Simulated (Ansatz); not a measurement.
# Ca under pressure: fit and missing row

Ca, P6_3/mmc, a = 3.906 Å, c = 6.420 Å. This isn't the element's structure at ambient conditions. Ansatz: PBE, PAW, 420 eV, Γ-centred 12×12×8 mesh on 2 atoms, Gaussian smearing 0.10 eV; no spin polarisation. Cell and atoms are relaxed at each pressure, and no other structure is tried, so the rows at high pressure may lie past a change of phase.

| V (Å³/atom) | P (GPa) |
| --- | --- |
| ? | 39.99 |
| 24.904 | 19.99 |
| 30.044 | 10.03 |
| 34.445 | 5.01 |
| 38.418 | 2.00 |
| 42.418 | -0.02 |
| 49.090 | -1.98 |

Q: Take V0 = 42.418 Å³/atom, count pressures from its P0 = -0.02 GPa, fit the third-order Birch–Murnaghan form to the other rows, and predict the missing volume.

A: With the Eulerian strain f = ½[(V0/V)^(2/3) − 1] and y = (P − P0)/[3f(1 + 2f)^(5/2)], the form is the line y = B0 + 1.5 B0 (B0′ − 4) f. Rows (f, y): 0.21311, 12.88; 0.12926, 14.59; 0.07445, 15.92; 0.03413, 16.73; -0.04640, 17.96. Means f = 0.08091, y = 15.616; Σ(Δf)² = 0.03825, ΣΔfΔy = -0.7638; the slope is their ratio. y = 17.23 − 19.97 f GPa, so B0 = 17.2 GPa and B0′ = 4 + 2 × (-19.97)/(3 × 17.23) = 3.23. P = 39.99 GPa is met at f = 0.34675 (y = 10.305), so V = V0 (1 + 2f)^(−3/2) = 19.247 Å³/atom. The run gave 19.474 Å³/atom, so the fit is 0.227 Å³/atom too low, 0.77 % of the span of the series, against an rms of 0.061 Å³/atom on the fitted rows. The row lies outside the fitted range. A fourth-order term fitted to the same rows gives P = 35.45 GPa at this row's volume (the line 38.96, the run 39.99), no gain.

The mesh isn't the same in all rows (12×12×8, 15×15×8).